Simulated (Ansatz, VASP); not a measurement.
**Mo in VASP and in Ansatz**

The input INCAR:

```
ALGO = Normal ; EDIFF = 1E-6
ENCUT = 520 ; GGA_COMPAT = F
ISIF = 2 ; ISMEAR = -1
LASPH = T ; LCHARG = F
LMAXMIX = 4 ; LNONCOLLINEAR = T
LORBIT = 11 ; LORBMOM = T
LREAL = F ; LSORBIT = T
LWAVE = F ; MAGMOM = 0 0 0
NBANDS = 25 ; NELM = 150
PREC = Accurate ; SIGMA = 0.1
```

KPOINTS

```
k-points
0
Gamma
  14 14 14
```

File POSCAR:

```
Mo
1.0
   -1.5565653770      1.5565653770      1.5565653770
    1.5565653770     -1.5565653770      1.5565653770
    1.5565653770      1.5565653770     -1.5565653770
Mo
1
Direct
    0.0000000000      0.0000000000      0.0000000000
```

Input for Ansatz:

```yaml
crystal:
  lattice:
    - [-1.55656537702, 1.55656537702, 1.55656537702]
    - [1.55656537702, -1.55656537702, 1.55656537702]
    - [1.55656537702, 1.55656537702, -1.55656537702]
  atoms:
    - { symbol: Mo, position: [0.0, 0.0, 0.0] }
kpoints:
  mp_grid: { grid: [14, 14, 14] }
scf:
  occupations: { method: fermi_dirac, width: 0.1 }
hamiltonian:
  xc: lda
  pseudopotentials: { kind: all_electron, lapw: { basis_error: 0.001 } }
magnetization:
  noncollinear: true
  spin_orbit: true
output:
  forces: true
  stress: true
  eigenvalues: true
  eigenstates:
    nscf_kmesh: { grid: [18, 18, 18] }
    de_dk: true
    e_range: [-14, 14]
checkpoint:
  write: ck
  write_wavefunctions: false
```

Alike in both runs: task single point; functional LDA; k mesh 14 × 14 × 14; occupations fermi-dirac, width 0.1 eV; non-collinear spin, spin-orbit coupling.

|  | VASP | Ansatz |
| --- | --- | --- |
| version | VASP 6.6.1 | Ansatz 0.2.0 |
| potentials or method | VASP PAW LDA potentials, release 64 (Mo_sv) | all-electron LAPW |
| plane-wave cutoff (eV) | 520 | see its input |

|  | VASP | Ansatz | Ansatz less VASP |
| --- | --- | --- | --- |
| pressure (GPa) | 1.3 | 0.2 | -1.09 |
| net moment per atom (μB) | 0.00 | 0.00 | 0.000 |

Ansatz ran all-electron here, so the differences hold the error of VASP's frozen core and of both bases.
